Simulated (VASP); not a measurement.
# WS2 in VASP: further runs, part 2 of 2

VASP 6.6.1. The steps go on from the part before.

**3. Single point, LDA**

This run uses another cell than the first one, of 53.01 Å³/atom, 0.858 times its volume.

The input, INCAR:

```
PREC     = Accurate       # precision mode
ENCUT    = 460            # plane-wave cutoff, eV
EDIFF    = 1E-7           # SCF threshold, eV
ISMEAR   = 0              # smearing method
SIGMA    = 0.05           # smearing width, eV
LREAL    = False          # projectors in reciprocal space
LASPH    = True           # aspherical terms in the spheres
NELM     = 120            # most SCF steps
ALGO     = Normal         # electronic algorithm
ISIF     = 2              # what is computed and relaxed
LWAVE    = False          # write WAVECAR
LCHARG   = False          # write CHGCAR
LDIPOL   = True         
IDIPOL   = 3            
DIPOL    = 0.5 0.5 0.500
GGA      = CA             # functional
NBANDS   = 24             # bands
LVHAR    = True         
LVACPOTAV= True
```

The input, KPOINTS:

```
regular mesh
0
Gamma
  10 10 1
```

The input, POSCAR:

```
WS2
1.0
    3.1835163600      0.0000000000      0.0000000000
   -1.5917581800      2.7570060400      0.0000000000
    0.0000000000      0.0000000000     18.1189236211
S W
2 1
Direct
    0.3333333333      0.6666666667      0.4139318735
    0.3333333333      0.6666666667      0.5860681265
    0.0000000000      0.0000000000      0.5000000000
```

Potentials or basis: VASP PAW LDA potentials, release 64 (S, W_sv).

The run is started by

```console
> cat potpaw_LDA.64/S/POTCAR potpaw_LDA.64/W_sv/POTCAR > POTCAR
> mpirun -np 1 vasp_std > vasp.out
```

OUTCAR:

```text
PREC = Accurate
   ENCUT = 460
   EDIFF = 1E-7
   ISMEAR = 0
   LREAL = False
   LASPH = True
   NELM = 120
   ISIF = 2
   GGA = CA

 Found     14 irreducible k-points:

 Following reciprocal coordinates:
            Coordinates               Weight
  0.000000  0.000000  0.000000      1.000000
  0.100000 -0.000000  0.000000      6.000000
  0.200000 -0.000000  0.000000      6.000000
  0.300000 -0.000000  0.000000      6.000000
  0.400000 -0.000000  0.000000      6.000000
  0.500000 -0.000000  0.000000      3.000000
   k-points           NKPTS =     14   k-points in BZ     NKDIM =     14   number of bands    NBANDS=     24
   number of dos      NEDOS =    301   number of ions     NIONS =      3
   total plane-waves  NPLWV =  73728
   dimension x,y,z NGX =    24 NGY =   24 NGZ =  128
   dimension x,y,z NGXF=    48 NGYF=   48 NGZF=  256
   ions per type =               2   1
   NGX,Y,Z   is equivalent  to a cutoff of  12.53, 12.53, 11.74 a.u.
   NGXF,Y,Z  is equivalent  to a cutoff of  25.07, 25.07, 23.49 a.u.
 SYSTEM =  unknown system
   PREC   = accura    normal or accurate (medium, high low for compatibility)
   ISTART =      0    job   : 0-new  1-cont  2-samecut
   ICHARG =      2    charge: 1-file 2-atom 10-const
   ISPIN  =      1    spin polarized calculation?
   LNONCOLLINEAR =      F non collinear calculations
   LSORBIT =      F    spin-orbit coupling
   LASPH  =      T    aspherical Exc in radial PAW
   ENCUT  =  460.0 eV  33.81 Ry    5.81 a.u.   5.57  5.57 31.69*2*pi/ulx,y,z
   NELM   =    120;   NELMIN=  2; NELMDL= -5     # of ELM steps
   EDIFF  = 0.1E-06   stopping-criterion for ELM
   LREAL  =      F    real-space projection
   EDIFFG = 0.1E-05   stopping-criterion for IOM
   NSW    =      0    number of steps for IOM
   IBRION =     -1    ionic relax: 0-MD 1-quasi-New 2-CG
   NFREE  =      0    steps in history (QN), initial steepest desc. (CG)
   ISIF   =      2    stress and relaxation
   ISYM   =      2    0-nonsym 1-usesym 2-fastsym
   POTIM  = 0.5000    time-step for ionic-motion
   TEBEG  =    0.0;   TEEND  =   0.0 temperature during run
   PSTRESS=    0.0 pullay stress
   NELECT =      26.0000    total number of electrons
   NUPDOWN=      -1.0000    fix difference up-down
   EMIN   =  10.00;   EMAX   =-10.00  energy-range for DOS
   EFERMI =   0.00;   METHOD = LEGACY
   ISMEAR =     0;   SIGMA  =   0.05  broadening in eV -4-tet -1-fermi 0-gaus
   EFERMI_NEDOS =   21; number of points for ismear=-14 and -15
   IALGO  =     38    algorithm
   IMIX   =      4    mixing-type and parameters
     AMIX     =   0.40;   BMIX     =  1.00
     AMIX_MAG =   1.60;   BMIX_MAG =  1.00
  volume/ion in A,a.u.               =      53.01       357.73
  Fermi-wavevector in a.u.,A,eV,Ry     =   0.895173  1.691631 10.902816  0.801334
  Thomas-Fermi vector in A             =   2.017471
   LORBIT       =      0    0 simple, 1 ext, 2 COOP (PROOUT), +10 PAW based schemes
   GGA     = CA    functional components
   LHFCALC =     F    Hartree Fock is set to
   AEXX    =    0.0000 exact exchange contribution
   IVDW    =     0    specifies the selected vdW correction
   LEPSILON=     F    determine dielectric tensor
   LRPA    =     F    only Hartree local field effects (RPA)
 non-spin polarized calculation
 Gauss-broadening in eV      SIGMA  =   0.05
  energy-cutoff  :      460.00
  volume of cell :      159.03
 maximum number of plane-waves:      3613
 NGX is ok and might be reduce to    24
   NGX = 11   NGY = 11   NGZ = 63

 dipolmoment           0.000000      0.000000      0.000000 electrons x Angstroem

 number of electron      26.0000002 magnetization

 dipolmoment           0.000000      0.000000     -0.000000 electrons x Angstroem

 Free energy of the ion-electron system (eV)
  ---------------------------------------------------
  ext. energy  EPLUGINS =         0.00000000
  ---------------------------------------------------
  free energy    TOTEN  =       -26.11588895 eV

  energy without entropy =      -26.11588895  energy(sigma->0) =      -26.11588895

 E-fermi :  -1.3588     XC(G=0):  -4.3384

 val. band max:       -1.7447504578   @ k =   0.0000   0.0000   0.0000
 cond. band min:       0.2444221143   @ k =   0.3000   0.3000   0.0000
 fundamental gap:      1.9891725721
 Fermi energy:        -1.3587767356

 k-point     1 :       0.0000    0.0000    0.0000
  band No.  band energies     occupation
      1     -75.2791      2.00000
      2     -39.7868      2.00000
      3     -39.6277      2.00000
      4     -39.6277      2.00000
      5     -16.4012      2.00000
      6     -14.7203      2.00000
[... 151 lines left out ...]
     23       8.5502      0.00000
     24       9.0306      0.00000

 [... further k-points ...]

------------------------ aborting loop because EDIFF is reached ----------------------------------------

  FORCE on cell =-STRESS in cart. coord.  units (eV):
  Direction    XX          YY          ZZ          XY          YZ          ZX
  --------------------------------------------------------------------------------------
  -------------------------------------------------------------------------------------
  Total       -2.1457254     -2.1457254     -1.1475946      0.0000000     -0.0000000     -0.0000000
  in kB      -21.6176025    -21.6176025    -11.5617053      0.0000000     -0.0000000     -0.0000000
  external PRESSURE =     -18.2656368 kB  Pullay stress =       0.0000000 kB

 VOLUME and BASIS-vectors are now :
 -----------------------------------------------------------------------------
  energy-cutoff  :      460.00
  volume of cell :      159.03
      direct lattice vectors                 reciprocal lattice vectors
     3.183516360  0.000000000  0.000000000     0.314118065  0.181356150  0.000000000
    -1.591758180  2.757006040  0.000000000     0.000000000  0.362712299  0.000000000
     0.000000000  0.000000000 18.118923621     0.000000000  0.000000000  0.055190916

 POSITION                                       TOTAL-FORCE (eV/Angst)
 -----------------------------------------------------------------------------------
     -0.00000      1.83800      7.50000        -0.000000      0.000000      0.357876
     -0.00000      1.83800     10.61892        -0.000000      0.000000     -0.357876
      0.00000      0.00000      9.05946         0.000000     -0.000000      0.000000
 -----------------------------------------------------------------------------------
    total drift:                                0.000000     -0.000000     -0.000000

  FREE ENERGIE OF THE ION-ELECTRON SYSTEM (eV)
  ---------------------------------------------------
  free  energy   TOTEN  =       -26.1158889527 eV

  energy  without entropy=      -26.1158889527  energy(sigma->0) =      -26.11588895

 vacuum level on the upper side and lower side of the slab         4.237         4.237
```

OSZICAR:

```text
N       E                     dE             d eps       ncg     rms          rms(c)
DAV:   1     0.162036817078E+03    0.16204E+03   -0.12699E+04   784   0.802E+02
DAV:   2    -0.149651945607E+02   -0.17700E+03   -0.16865E+03   832   0.217E+02
DAV:   3    -0.272737360592E+02   -0.12309E+02   -0.12172E+02   896   0.549E+01
[... 16 lines left out ...]
DAV:  20    -0.261158875199E+02   -0.58409E-05   -0.19850E-07   656   0.146E-03    0.285E-03
DAV:  21    -0.261158881535E+02   -0.63361E-06   -0.12827E-08   648   0.482E-04    0.163E-03
DAV:  22    -0.261158887547E+02   -0.60116E-06   -0.20520E-08   600   0.525E-04    0.448E-04
DAV:  23    -0.261158889315E+02   -0.17685E-06   -0.48875E-09   560   0.261E-04    0.484E-04
DAV:  24    -0.261158889527E+02   -0.21132E-07   -0.30672E-10   568   0.836E-05
   1 F= -.26115889E+02 E0= -.26115889E+02  d E =-.372103E-29
```

stdout:

```text
POSCAR found type information on POSCAR S W
 POSCAR found :  2 types and       3 ions
 scaLAPACK will be used
 LDA part: xc-table for (Slater(with rela. corr.)+CA(PZ))
 , standard interpolation
 POSCAR, INCAR and KPOINTS ok, starting setup
 FFT: planning ... GRIDC
 FFT: planning ... GRID_SOFT
 FFT: planning ... GRID
 WAVECAR not read
 entering main loop
 -----------------------------------------------------------------------------
|                                                                             |
|           W    W    AA    RRRRR   N    N  II  N    N   GGGG   !!!           |
|           W    W   A  A   R    R  NN   N  II  NN   N  G    G  !!!           |
|           W    W  A    A  R    R  N N  N  II  N N  N  G       !!!           |
|           W WW W  AAAAAA  RRRRR   N  N N  II  N  N N  G  GGG   !            |
|           WW  WW  A    A  R   R   N   NN  II  N   NN  G    G                |
|           W    W  A    A  R    R  N    N  II  N    N   GGGG   !!!           |
|                                                                             |
|     Did not find any points to average over, which means that no vacuum     |
|     field-free region was found. Please increase the size of  your cell     |
|     in the dimension of the dipole correction to obtain accurate            |
|     workfunction values.                                                    |
|                                                                             |
 -----------------------------------------------------------------------------
```

It took 29 s on 1 thread of Intel Xeon 6975P-C (Granite Rapids), shared host; peak memory 0.22 GiB.

These settings aren't checked as converged: the numbers below hold their error.

Results:

```
Free energy                            : -26.1159 eV
Largest force                          : 0.358 eV/Å
Band gap on the k mesh                 : 1.99 eV, indirect (least direct gap 2.15 eV)
Ionisation potential of the upper face : 5.98 eV
```

Caveat: spin-orbit coupling is left out, which moves the levels of the heavy elements.

**4. Single point, LDA**

The input, INCAR:

```
SYSTEM = WS2
PREC = Accurate
ENCUT = 650
EDIFF = 1E-7
ISMEAR = 0
SIGMA = 0.05
LREAL = .False.
LASPH = .True.
NELM = 120
ALGO = Normal
ISIF = 2
LWAVE = .False.
LCHARG = .False.
LDIPOL = .True.
IDIPOL = 3
DIPOL = 0.5 0.5 0.500
NBANDS = 24
LVHAR = .True.
LVACPOTAV = .True.
```

The input, KPOINTS:

```
regular mesh
0
Gamma
  10 10 1
  0 0 0
```

The input, POSCAR:

```
WS2
1.0
    3.1835163600      0.0000000000      0.0000000000
   -1.5917581800      2.7570060400      0.0000000000
    0.0000000000      0.0000000000     21.1189236211
S W
2 1
Direct
    0.3333333333      0.6666666667      0.4261580827
    0.3333333333      0.6666666667      0.5738419173
    0.0000000000      0.0000000000      0.5000000000
```

The run is started by

```console
> cat potpaw_LDA.64/S/POTCAR potpaw_LDA.64/W_sv/POTCAR > POTCAR
> mpirun -np 1 vasp_std > vasp.out
```

Run time: 92 s. Hardware: 1 thread of AMD EPYC 9R14 (Zen 4), shared host; peak memory 0.29 GiB.

The run converged, but some of its settings lie outside the range that counts as converged, so its numbers aren't taken as properties of the slab.

Results:

```
Free energy                            : -26.1171 eV
Largest force                          : 0.359 eV/Å
Band gap on the k mesh                 : 1.99 eV, indirect (least direct gap 2.15 eV)
Ionisation potential of the upper face : 5.98 eV
```

Caveat: spin-orbit coupling is left out, which moves the levels of the heavy elements.

**5. Single point, LDA**

INCAR: that of step 4 with these lines changed.

```diff
@@ -2,3 +2,3 @@
 PREC = Accurate
-ENCUT = 650
+ENCUT = 750
 EDIFF = 1E-7
```

KPOINTS is that of step 4.

POSCAR is that of step 4.

Potentials or basis: VASP PAW LDA potentials, release 64 (S, W_sv).

The run is started by

```console
> cat potpaw_LDA.64/S/POTCAR potpaw_LDA.64/W_sv/POTCAR > POTCAR
> mpirun -np 1 vasp_std > vasp.out
```

OUTCAR:

```text
SYSTEM = WS2
   PREC = Accurate
   ENCUT = 750
   EDIFF = 1E-7
   ISMEAR = 0
   LREAL = .False.
   LASPH = .True.
   NELM = 120
   ISIF = 2

 Found     14 irreducible k-points:

 Following reciprocal coordinates:
            Coordinates               Weight
  0.000000  0.000000  0.000000      1.000000
  0.100000  0.000000  0.000000      6.000000
  0.200000  0.000000  0.000000      6.000000
  0.300000 -0.000000  0.000000      6.000000
  0.400000 -0.000000  0.000000      6.000000
  0.500000  0.000000  0.000000      3.000000
   k-points           NKPTS =     14   k-points in BZ     NKDIM =     14   number of bands    NBANDS=     24
   number of dos      NEDOS =    301   number of ions     NIONS =      3
   total plane-waves  NPLWV = 150528
   dimension x,y,z NGX =    28 NGY =   28 NGZ =  192
   dimension x,y,z NGXF=    56 NGYF=   56 NGZF=  384
   ions per type =               2   1
   NGX,Y,Z   is equivalent  to a cutoff of  14.62, 14.62, 15.11 a.u.
   NGXF,Y,Z  is equivalent  to a cutoff of  29.24, 29.24, 30.23 a.u.
 SYSTEM =  WS2
   PREC   = accura    normal or accurate (medium, high low for compatibility)
   ISTART =      0    job   : 0-new  1-cont  2-samecut
   ICHARG =      2    charge: 1-file 2-atom 10-const
   ISPIN  =      1    spin polarized calculation?
   LNONCOLLINEAR =      F non collinear calculations
   LSORBIT =      F    spin-orbit coupling
   LASPH  =      T    aspherical Exc in radial PAW
   ENCUT  =  750.0 eV  55.12 Ry    7.42 a.u.   7.11  7.11 47.16*2*pi/ulx,y,z
   NELM   =    120;   NELMIN=  2; NELMDL= -5     # of ELM steps
   EDIFF  = 0.1E-06   stopping-criterion for ELM
   LREAL  =      F    real-space projection
   EDIFFG = 0.1E-05   stopping-criterion for IOM
   NSW    =      0    number of steps for IOM
   IBRION =     -1    ionic relax: 0-MD 1-quasi-New 2-CG
   NFREE  =      0    steps in history (QN), initial steepest desc. (CG)
   ISIF   =      2    stress and relaxation
   ISYM   =      2    0-nonsym 1-usesym 2-fastsym
   POTIM  = 0.5000    time-step for ionic-motion
   TEBEG  =    0.0;   TEEND  =   0.0 temperature during run
   PSTRESS=    0.0 pullay stress
   NELECT =      26.0000    total number of electrons
   NUPDOWN=      -1.0000    fix difference up-down
   EMIN   =  10.00;   EMAX   =-10.00  energy-range for DOS
   EFERMI =   0.00;   METHOD = LEGACY
   ISMEAR =     0;   SIGMA  =   0.05  broadening in eV -4-tet -1-fermi 0-gaus
   EFERMI_NEDOS =   21; number of points for ismear=-14 and -15
   IALGO  =     38    algorithm
   IMIX   =      4    mixing-type and parameters
     AMIX     =   0.40;   BMIX     =  1.00
     AMIX_MAG =   1.60;   BMIX_MAG =  1.00
  volume/ion in A,a.u.               =      61.79       416.96
  Fermi-wavevector in a.u.,A,eV,Ry     =   0.850603  1.607407  9.844170  0.723526
  Thomas-Fermi vector in A             =   1.966606
   LORBIT       =      0    0 simple, 1 ext, 2 COOP (PROOUT), +10 PAW based schemes
   GGA     = CA    functional components
   LHFCALC =     F    Hartree Fock is set to
   AEXX    =    0.0000 exact exchange contribution
   IVDW    =     0    specifies the selected vdW correction
   LEPSILON=     F    determine dielectric tensor
   LRPA    =     F    only Hartree local field effects (RPA)
 non-spin polarized calculation
 Gauss-broadening in eV      SIGMA  =   0.05
  energy-cutoff  :      750.00
  volume of cell :      185.36
 maximum number of plane-waves:      8685
   NGX = 15   NGY = 15   NGZ = 95

 number of electron      26.0000000 magnetization

 dipolmoment           0.000000      0.000000      0.000000 electrons x Angstroem

 Free energy of the ion-electron system (eV)
  ---------------------------------------------------
  ext. energy  EPLUGINS =         0.00000000
  ---------------------------------------------------
  free energy    TOTEN  =       -26.11722810 eV

  energy without entropy =      -26.11722810  energy(sigma->0) =      -26.11722810

 E-fermi :  -1.9675     XC(G=0):  -3.7233

 val. band max:       -2.3470188770   @ k =   0.0000   0.0000   0.0000
 cond. band min:      -0.3578556326   @ k =   0.3000   0.3000   0.0000
 fundamental gap:      1.9891632444
 Fermi energy:        -1.9675241163

 k-point     1 :       0.0000    0.0000    0.0000
  band No.  band energies     occupation
      1     -75.8813      2.00000
      2     -40.3891      2.00000
      3     -40.2299      2.00000
      4     -40.2299      2.00000
      5     -17.0029      2.00000
      6     -15.3220      2.00000
[... 16 lines left out ...]
     23       5.8512      0.00000
     24       6.3065      0.00000
[... 112 lines left out ...]
      2     -40.5687      2.00000
      3     -40.3263      2.00000
      4     -40.3102      2.00000
      5     -14.8628      2.00000
      6     -14.5983      2.00000
[... 16 lines left out ...]
     23       7.9260      0.00000
     24       8.4540      0.00000

 [... further k-points ...]

------------------------ aborting loop because EDIFF is reached ----------------------------------------

  FORCE on cell =-STRESS in cart. coord.  units (eV):
  Direction    XX          YY          ZZ          XY          YZ          ZX
  --------------------------------------------------------------------------------------
  -------------------------------------------------------------------------------------
  Total       -2.1266584     -2.1266584     -1.1283289      0.0000000      0.0000000     -0.0000000
  in kB      -18.3819568    -18.3819568     -9.7528091      0.0000000      0.0000000     -0.0000000
  external PRESSURE =     -15.5055742 kB  Pullay stress =       0.0000000 kB

 VOLUME and BASIS-vectors are now :
 -----------------------------------------------------------------------------
  energy-cutoff  :      750.00
  volume of cell :      185.36
      direct lattice vectors                 reciprocal lattice vectors
     3.183516360  0.000000000  0.000000000     0.314118065  0.181356150  0.000000000
    -1.591758180  2.757006040  0.000000000     0.000000000  0.362712299  0.000000000
     0.000000000  0.000000000 21.118923621     0.000000000  0.000000000  0.047350898

 POSITION                                       TOTAL-FORCE (eV/Angst)
 -----------------------------------------------------------------------------------
     -0.00000      1.83800      9.00000         0.000000      0.000000      0.359670
     -0.00000      1.83800     12.11892         0.000000     -0.000000     -0.359670
      0.00000      0.00000     10.55946        -0.000000      0.000000      0.000000
 -----------------------------------------------------------------------------------
    total drift:                                0.000000     -0.000000     -0.000000

  FREE ENERGIE OF THE ION-ELECTRON SYSTEM (eV)
  ---------------------------------------------------
  free  energy   TOTEN  =       -26.1172281038 eV

  energy  without entropy=      -26.1172281038  energy(sigma->0) =      -26.11722810

 vacuum level on the upper side and lower side of the slab         3.635         3.635
```

Run time: 1.7 min. Hardware: 1 thread of AMD EPYC 9R14 (Zen 4), shared host; peak memory 0.31 GiB.

The run converged, but some of its settings lie outside the range that counts as converged, so its numbers aren't taken as properties of the slab.

Results:

- Free energy: -26.1172 eV
- Largest force: 0.360 eV/Å
- Band gap on the k mesh: 1.99 eV, indirect (least direct gap 2.15 eV)
- Ionisation potential of the upper face: 5.98 eV

Caveat: spin-orbit coupling is left out, which moves the levels of the heavy elements.
